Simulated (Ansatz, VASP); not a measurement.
# Ir in VASP and in Ansatz

Contents of INCAR:

```
PREC = Accurate
ENCUT = 520
EDIFF = 1E-7
ISMEAR = -1
SIGMA = 0.05
LREAL = False
LASPH = True
NELM = 80
ALGO = Normal
ISIF = 2
LWAVE = False
LCHARG = False
GGA = PE
NBANDS = 16
```

KPOINTS

```
regular mesh
0
Gamma
  14 14 14
```

File POSCAR:

```
Ir
1.0
    0.0000000000      2.4478666069      2.4478666069
    2.4478666069      0.0000000000      2.4478666069
    2.4478666069      2.4478666069      0.0000000000
Ir
2
Direct
   -0.1250000000     -0.1250000000     -0.1250000000
    0.1250000000      0.1250000000      0.1250000000
```

Input for Ansatz:

```yaml
crystal:
  lattice:
    - [0.0, 2.4478666069, 2.4478666069]
    - [2.4478666069, 0.0, 2.4478666069]
    - [2.4478666069, 2.4478666069, 0.0]
  atoms:
    - { symbol: Ir, position: [-0.125, -0.125, -0.125] }
    - { symbol: Ir, position: [0.125, 0.125, 0.125] }
kpoints:
  mp_grid: { grid: [14, 14, 14] }
scf:
  occupations: { method: fermi_dirac, width: 0.05 }
hamiltonian:
  xc: pbe
  pseudopotentials: { kind: all_electron, lapw: { basis_error: 0.001 } }
output:
  forces: true
  stress: true
  eigenvalues: true
  populations: true
```

Change from the starting cell: volume scaled by 0.68, LAPW.

Alike in both runs: task single point; functional PBE; k mesh 14 × 14 × 14; occupations fermi-dirac, width 0.05 eV; no spin polarisation.

|  | VASP | Ansatz |
| --- | --- | --- |
| version | VASP 6.6.1 | Ansatz 0.2.0 |
| potentials or method | VASP PAW PBE potentials, release 64 (Ir) | all-electron LAPW, scalar-relativistic |
| plane-wave cutoff (eV) | 520 | see its input |

|  | VASP | Ansatz | Ansatz less VASP |
| --- | --- | --- | --- |
| pressure (GPa) | 168.4 | 180.1 | +11.69 |

Ansatz ran all-electron here, so the differences hold the error of VASP's frozen core and of both bases.

Caveats: the cell as given lies far from equilibrium; so large a pressure means that the cell lies far from this level's equilibrium, or that cutoff or potentials fall short (VASP). The runs have no spin-orbit coupling, so splittings on Ir are missing.
